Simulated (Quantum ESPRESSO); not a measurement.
Crystal: CsPbBr3.

```
Pb Cs Br
1.0
     5.87000    0.00000    0.00000
     0.00000    5.87000    0.00000
     0.00000    0.00000    5.87000
Pb Cs Br
1 1 3
Direct
  0.50000 0.50000 0.50000
  0.00000 0.00000 0.00000
  0.50000 0.50000 0.00000
  0.50000 0.00000 0.50000
  0.00000 0.50000 0.50000
```

Measurements of this composition are mostly on another form, of space group No. 62.

Base run:

```yaml
Program: Quantum ESPRESSO 7.5
Functional: WC
Potentials_or_basis: PseudoDojo 0.4.1 SR PBE standard
Cutoff: 762 eV
Density_cutoff: 3048 eV
k_mesh: 4 × 4 × 4, shifted
Occupations: fermi-dirac, width 0.05 eV
Spin: no spin polarisation
```

Its results: pressure 0.1 GPa; electronic dielectric tensor (diagonal) 3.90.

The run is repeated on the same cell with these changes: functional from WC to PBE. What comes out?

Pressure 1.3 GPa; electronic dielectric tensor (diagonal) 3.83.

PBE binds less tightly than WC, so the same cell stands under more pressure.

Caveats: the potentials were made for another functional, which shifts forces and pressure (some runs).

Not every run made on this cell is shown here.
